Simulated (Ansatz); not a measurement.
SnSe:

```
Sn Se
1.0
    11.42000    0.00000    0.00000
     0.00000    4.19000    0.00000
     0.00000    0.00000    4.46000
Sn Se
4 4
Direct
  0.87700 0.75000 0.90900
  0.62300 0.25000 0.40900
  0.37700 0.75000 0.59100
  0.12300 0.25000 0.09100
  0.64300 0.75000 0.98400
  0.85700 0.25000 0.48400
  0.14300 0.75000 0.51600
  0.35700 0.25000 0.01600
```

Base run:

```yaml
Program: Ansatz 0.2.0
Functional: RPBE
Potentials_or_basis: Ansatz PAW
Cutoff: "420 eV (not typed: the program's choice for these potentials)"
k_mesh: 3 × 6 × 6
Occupations: fermi-dirac, width 0.05 eV
Spin: no spin polarisation
```

Its results: band gap on the k mesh 0.58 eV, indirect (least direct gap 0.75 eV); pressure 4.1 GPa; largest force 0.350 eV/Å.

After a change of settings the same cell gave: band gap on the k mesh 0.66 eV, indirect (least direct gap 0.84 eV); pressure 6.5 GPa; largest force 0.358 eV/Å. Which change was it?
A. functional from RPBE to LDA
B. functional from RPBE to revPBE
C. functional from RPBE to BLYP
D. functional from RPBE to r2SCAN; cutoff from 420 eV (not typed: the program's choice for these potentials) to 500 eV (not typed: the program's choice for these potentials)

C.

Caveats: spin-orbit coupling is left out, which moves the levels of the heavy elements; the PAW data sets come from PBE, with cores solved anew for the run's functional, which leaves a small shift of forces and pressure.
